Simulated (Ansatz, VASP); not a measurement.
## Ag in VASP and in Ansatz

```
Ag
1.0
     0.00000    2.07400    2.07400
     2.07400    0.00000    2.07400
     2.07400    2.07400    0.00000
Ag
1
Direct
  0.00000 0.00000 0.00000
```

Alike in both runs: functional PBE; k mesh 16 × 16 × 16; occupations fermi-dirac, width 0.05 eV; no spin polarisation.

Ansatz relaxed the structure, and its values are those at the end. VASP's run is a single point on that final structure, the one shown.

|  | VASP | Ansatz |
| --- | --- | --- |
| version | VASP 6.6.1 | Ansatz 0.2.0 |
| potentials or method | VASP PAW PBE potentials, release 64 (Ag) | PAW with Ansatz's default frozen-core files, scalar-relativistic |
| plane-wave cutoff (eV) | 520 | 420 |
| valence electrons in the cell | 11 | 19 |

|  | VASP | Ansatz | Ansatz less VASP |
| --- | --- | --- | --- |
| pressure (GPa) | -0.1 | 0.0 | +0.11 |

With one functional, cell and mesh, what is left measures potentials, basis and numerics. The two sets of potentials don't hold the same shells in valence.
